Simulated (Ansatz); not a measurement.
# Cu3N: the cost of one run

Method: DFT PBEsol, scalar-relativistic, plane waves, PAW, in Ansatz 0.2.0.

The COD entry's cell or inner coordinates are ideal or old and differ from later refinements, so a difference from it is no clean test against experiment.

That is the level of the relaxation; later steps name their own.

2 further runs of the same task are left out: 2 set aside as unsound or not needed.

## (1) The system as given

Symmetry: Pm-3m, No. 221, cubic system. The conventional cell has a = 3.765 Å, b = 3.765 Å, c = 3.765 Å, α = 90.00°, β = 90.00°, γ = 90.00°. Cu (site symmetry 4/mmm) has 2 N at 1.88 Å as nearest neighbours. Around N (site symmetry m-3m) lie 6 Cu at 1.88 Å.

Coordinates:

```cif
data_structure
_symmetry_space_group_name_H-M 'Pm-3m'
_symmetry_Int_Tables_number 221
_cell_length_a 3.7650
_cell_length_b 3.7650
_cell_length_c 3.7650
_cell_angle_alpha 90.000
_cell_angle_beta 90.000
_cell_angle_gamma 90.000
_cell_volume 53.37
loop_
_atom_site_label
_atom_site_type_symbol
_atom_site_symmetry_multiplicity
_atom_site_Wyckoff_symbol
_atom_site_fract_x
_atom_site_fract_y
_atom_site_fract_z
_atom_site_occupancy
Cu1 Cu 3 d 0.50000 0.00000 0.00000 1
N1 N 1 a 0.00000 0.00000 0.00000 1
```

This cell was relaxed beforehand with the same method: volume 13.34 Å³/atom, gap on the mesh none (metal).

## (2) The run at PBEsol, 250 eV and coarse mesh

Contents of input.yaml:

```yaml
crystal:
  lattice:
    - [3.7650243226, 0.0, 0.0]
    - [0.0, 3.7650243226, 0.0]
    - [0.0, 0.0, 3.7650243226]
  atoms:
    - { symbol: Cu, position: [0.5, 0.0, 0.0] }
    - { symbol: Cu, position: [0.0, 0.5, 0.0] }
    - { symbol: Cu, position: [0.0, 0.0, 0.5] }
    - { symbol: "N", position: [0.0, 0.0, 0.0] }
basis:
  ecutwfc: 250
kpoints:
  mp_grid: { grid: [4, 4, 4] }
  band_path:
    path:
      - [0.0, 0.0, 0.0]
      - [0.0, 0.5, 0.0]
      - [0.5, 0.5, 0.0]
      - [0.5, 0.5, 0.5]
      - [0.0, -0.5, -0.5]
    npoints: 1
hamiltonian:
  xc: pbesol
scf:
  occupations: { method: gaussian, width: 0.1 }
  n_extra_bands: 5
output:
  forces: true
  stress: true
  eigenvalues: true
```

On the command line:

```bash
$ ansatz run input.yaml --threads 2 --pin off --max-ram 5120MiB --backend cpu --events-out ev --progress --plain --runs-dir out
```

Q: Estimate wall time and peak memory on 2 threads of Intel Xeon at 2.50GHz (Skylake/Cascade Lake), shared host.

About 2 s, with a peak of 0.3 GiB.
